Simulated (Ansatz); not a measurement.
**Eigenvalues along a path: Be (fcc type)**

```
Be
1.0
     0.00000    1.57890    1.57890
     1.57890    0.00000    1.57890
     1.57890    1.57890    0.00000
Be
1
Direct
  0.00000 0.00000 0.00000
```

The cell comes from a relaxation on PAW files under the same functional, begun from a prototype that needn't be the stable phase.

Computed with Ansatz 0.2.0; functional PBE, scalar-relativistic. Settings: a Γ-centred 20×20×20 k mesh, Fermi–Dirac smearing of 0.08 eV, no spin polarisation. Methods: LAPW: all electrons, basis error target 1 meV/atom.

Path points, in fractions of the reciprocal vectors: Γ (0.000, 0.000, 0.000), X (0.500, 0.000, 0.500), U (0.625, 0.250, 0.625), K (0.375, 0.375, 0.750), L (0.500, 0.500, 0.500), W (0.500, 0.250, 0.750). The distance column jumps between branches of the path. Levels in eV from the Fermi level; bands 2 to 4, counted from the lowest band of the run. The gap is zero, the pressure -0.03 GPa.

```
# k(1/Å) point b2 b3 b4
0.000 Γ -11.85 19.47 19.47
0.284 - -11.62 18.33 18.33
0.568 - -10.94 16.10 16.10
0.853 - -9.81 13.88 13.88
1.137 - -8.21 12.03 12.03
1.421 - -6.20 9.63 10.67
1.705 - -3.97 5.76 9.84
1.990 X -2.65 3.87 9.56
2.090 - -2.61 3.84 9.22
2.191 - -2.50 3.76 8.44
2.291 - -2.31 3.55 7.59
2.392 - -2.05 3.12 6.93
2.492 - -1.71 2.40 6.58
2.593 - -1.30 1.48 6.52
2.693 U -0.82 0.45 6.64
3.912 K -0.82 0.45 6.64
4.213 - -2.68 1.07 7.62
4.515 - -5.47 3.60 9.11
4.816 - -7.77 6.75 10.98
5.118 - -9.56 10.44 13.18
5.419 - -10.83 14.43 15.66
5.721 - -11.60 18.00 18.16
6.022 Γ -11.85 19.47 19.47
6.268 - -11.68 18.14 19.19
6.514 - -11.17 14.90 18.54
6.761 - -10.33 11.10 17.83
7.007 - -9.16 7.38 17.24
7.253 - -7.71 4.03 16.84
7.499 - -6.15 1.31 16.61
7.745 L -5.27 0.04 16.53
7.946 - -5.12 0.08 16.00
8.147 - -4.68 0.19 14.46
8.348 - -3.94 0.37 12.05
8.549 - -2.91 0.57 9.40
8.750 - -1.62 0.78 6.83
8.951 - -0.11 0.93 4.53
9.152 W 0.99 0.99 3.16
9.294 - 0.03 2.08 3.19
9.436 - -0.79 3.28 3.31
9.579 - -1.45 3.41 4.67
9.721 - -1.97 3.57 6.12
9.863 - -2.35 3.72 7.60
10.005 - -2.57 3.83 8.93
10.147 X -2.65 3.87 9.56
```
